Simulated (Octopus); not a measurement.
# SiC (Moissanite 3C) (F-43m) in Octopus: reference runs

Aim: a first look at SiC (Moissanite 3C) with PBEsol, on the cell as given.

All numbers are computed with Octopus 16.4; they aren't measurements. Logs are shortened: lines on timing, memory, paths and dates and some standing lists are left out, and cuts for length are marked.

**What was measured.**

“Insight into the structural, elastic and electronic properties of a new orthorhombic 6O-SiC polytype”, 2020, pmc:7200658 quotes, for a bulk crystal of SiC: band gap 2.4 eV (indirect).

How close the calculation comes is told below.

## (1) Starting point

It takes space group F-43m (No. 216, cubic). The conventional cell has a = 4.358 Å, b = 4.358 Å, c = 4.358 Å, α = 90.00°, β = 90.00°, γ = 90.00°. Si (site symmetry -43m) has 4 C at 1.89 Å as nearest neighbours. C (site symmetry -43m) is surrounded by 4 Si at 1.89 Å.

## (2) Single point, PBEsol

Input file inp:

```
CalculationMode = gs
UnitsOutput = eV_Angstrom
PeriodicDimensions = 3
ExperimentalFeatures = yes
PseudopotentialSet = pseudodojo_pbesol
%LatticeParameters
 1*angstrom | 1*angstrom | 1*angstrom
%
%LatticeVectors
 0 | 2.179 | 2.179
 2.179 | 0 | 2.179
 2.179 | 2.179 | 0
%
%ReducedCoordinates
 "Si" | 0 | 0 | 0
 "C" | 0.75 | 0.75 | 0.75
%
%Spacing
 0.13398136*angstrom | 0.13398136*angstrom | 0.13398136*angstrom
%
DerivativesOrder = 8
%KPointsGrid
 10 | 10 | 10
%
KPointsUseSymmetries = yes
XCFunctional = gga_x_pbe_sol + gga_c_pbe_sol
SmearingFunction = fermi_dirac
Smearing = 0.05*eV
ExtraStates = 6
Eigensolver = chebyshev_filter
ConvRelDens = 3e-7
MaximumIter = 120
```

Potentials or basis: pseudodojo_pbesol (PseudoDojo 0.4, PBEsol).

The run is started by

```
OMP_NUM_THREADS=1 octopus > out.log
```

out.log:

```text
Running octopus

[... 13 lines left out ...]

Input: [AllElectronType = no]
Input: [PseudopotentialSet = pseudodojo_pbesol]
Reading Coordinates from ReducedCoordinates block

****************************** Species *******************************
  Species 'Si'
    type             : pseudopotential
    file             : 'Si.upf'
    file format      : UPF2
    valence charge   : 4.0
    atomic number    :  14
    form on file     : kleinman-bylander
    lmax             : 2
    llocal           : -1
    projectors per l : 2
    total projectors : 6
    application form : kleinman-bylander
    orbitals         :  4
    bound orbitals   :  4

  Species 'C'
    type             : pseudopotential
    file             : 'C.upf'
    file format      : UPF2
    valence charge   : 4.0
    atomic number    :   6
    form on file     : kleinman-bylander
    lmax             : 1
    llocal           : -1
    projectors per l : 2
    total projectors : 4
    application form : kleinman-bylander
    orbitals         :  4
    bound orbitals   :  4

**********************************************************************

***************************** Symmetries *****************************
Space group No.  216
International: F-43m
Schoenflies: Td^2
Info: The system has    24 symmorphic symmetries that can be used.
  Index                Rotation matrix                      Fractional translations
    1 :     1   0   0     0   1   0     0   0   1      0.000000    0.000000    0.000000
    2 :     0   0  -1     1   0  -1     0   1  -1      0.000000    0.000000    0.000000
    3 :     0  -1   1     0  -1   0     1  -1   0      0.000000    0.000000    0.000000
[... 239 lines left out ...]

*********************** SCF CYCLE ITER #    1 ************************
 etot  = -3.04896753E+02 abs_ev   =  3.28E+01 rel_ev   =  2.34E+00
 ediff =        1.12E+01 abs_dens =  2.21E+00 rel_dens =  2.77E-01
Matrix vector products: 1175
Converged eigenvectors: 0

#  State  KPoint  Eigenvalue [eV]  Occupation    Error
      1       1      -10.918061    2.000000   ( 5.5E-06)
      1       2      -10.735900    2.000000   ( 3.3E-05)
      1       3      -10.675144    2.000000   ( 3.0E-05)
      1       4      -10.436036    2.000000   ( 5.2E-05)
      1       5      -10.257728    2.000000   ( 8.2E-05)
      1       6      -10.201455    2.000000   ( 9.1E-05)
      1      10       -9.961638    2.000000   ( 8.4E-05)
      1       7       -9.797468    2.000000   ( 1.3E-04)
[... 23 lines left out ...]
     10      39       25.406987    0.000000   ( 7.8E-02)
     10      14       25.449572    0.000000   ( 9.0E-02)
     10      30       25.945188    0.000000   ( 9.1E-02)
     10      34       26.039237    0.000000   ( 9.6E-02)
     10      47       26.803932    0.000000   ( 7.2E-02)
     10      44       26.965131    0.000000   ( 6.2E-02)
     10      26       27.581108    0.000000   ( 7.0E-02)
     10      42       27.786944    0.000000   ( 1.1E-01)

Density of states:

----------------------------------------------------%-----------------
----------------------------------------------------%-----------------
----------------------------------------------------%-----------------
---------------------------------------------%------%-----------------
---------------%------%%---------------%-%%--%------%-----------------
---------------%----%%%%%--------------%-%%%%%--%---%-----------------
------%%-------%---%%%%%%--------------%-%%%%%%%%---%-----------------
------%%-------%--%%%%%%%%-----------%%%-%%%%%%%%%--%-----%-%%--------
----%%%%------%%%-%%%%%%%%----------%%%%%%%%%%%%%%%%%%----%%%%--------
-%%%%%%%%-----%%%%%%%%%%%%-------%%%%%%%%%%%%%%%%%%%%%%%%%%%%%%%%%%---
                              ^

Fermi energy =     5.982526 eV

**********************************************************************

*********************** SCF CYCLE ITER #    2 ************************
 etot  = -2.86342311E+02 abs_ev   =  7.94E+00 rel_ev   =  1.31E+00
 ediff =        6.82E-01 abs_dens =  7.74E-01 rel_dens =  9.67E-02
Matrix vector products: 1175
Converged eigenvectors: 0
[... 139 lines left out ...]
*********************** SCF CYCLE ITER #   14 ************************
 etot  = -2.79079125E+02 abs_ev   =  3.04E-06 rel_ev   =  1.25E-06
 ediff =        2.56E-07 abs_dens =  3.72E-07 rel_dens =  4.65E-08
Matrix vector products: 1175
Converged eigenvectors: 68

#  State  KPoint  Eigenvalue [eV]  Occupation    Error
      1       1       -9.820662    2.000000   ( 1.8E-08)
      1       2       -9.624623    2.000000   ( 1.8E-08)
      1       3       -9.559244    2.000000   ( 1.8E-08)
      1       4       -9.300476    2.000000   ( 2.0E-08)
      1       5       -9.107075    2.000000   ( 1.9E-08)
      1       6       -9.044879    2.000000   ( 2.1E-08)
      1      10       -8.785369    2.000000   ( 1.7E-08)
      1       7       -8.602067    2.000000   ( 1.6E-08)
[... 23 lines left out ...]
     10      45       23.023612    0.000000   ( 1.1E-02)
     10      34       23.311043    0.000000   ( 1.4E-02)
     10      30       23.596857    0.000000   ( 1.5E-02)
     10      39       23.783850    0.000000   ( 1.3E-02)
     10      46       23.969631    0.000000   ( 1.6E-02)
     10      44       24.373570    0.000000   ( 1.8E-02)
     10      42       24.410368    0.000000   ( 1.7E-02)
     10      47       25.575570    0.000000   ( 2.7E-02)

Density of states:

--------------------------------------------------------%-------------
--------------------------------------------------------%-------------
-----------------------------------------%---%----------%-------------
-------------------------%---------------%--%%-%--------%-------------
----------------%------%-%---------------%--%%-%-%--%---%-------------
----------------%----%-%%%%%-------------%--%%%%%%%%%---%%------------
----------------%----%-%%%%%%------------%--%%%%%%%%%-%-%%----%-------
------%%%%%----%%-%-%%%%%%%%%%--------%%-%-%%%%%%%%%%%%%%%-%%-%-%-----
---%%%%%%%%----%%%%%%%%%%%%%%%-------%%%%%-%%%%%%%%%%%%%%%%%%%%%%-----
-%%%%%%%%%%---%%%%%%%%%%%%%%%%%---%%%%%%%%%%%%%%%%%%%%%%%%%%%%%%%%%%--
                               ^

Fermi energy =     6.252402 eV

**********************************************************************

Info: SCF converged in   14 iterations

** Warning:
**   Some of the states are not fully converged!

Info: Number of matrix-vector products:      16450
Info: Finished writing information to 'restart/gs'.

Octopus emitted 18 warnings.
```

Wall time 7.4 min (1 thread of Intel Xeon at 2.50GHz (Skylake/Cascade Lake), shared host); peak memory 0.48 GiB.

What came out:

```yaml
Free_energy: -279.0791 eV
Band_gap_on_the_k_mesh: 1.24 eV, indirect (least direct gap 4.46 eV)
```

## (3) Comparison with measurements

Step 2. A measured gap of SiC is 2.4 eV (indirect; quoted in “Insight into the structural, elastic and electronic properties of a new orthorhombic 6O-SiC polytype”, 2020, pmc:7200658); the calculated 1.24 eV misses it by -1.16 eV. The value is that of PBEsol on a finite k mesh, which can miss the band edges, without temperature or zero-point motion. Semilocal functionals fall short of measured gaps as a rule.
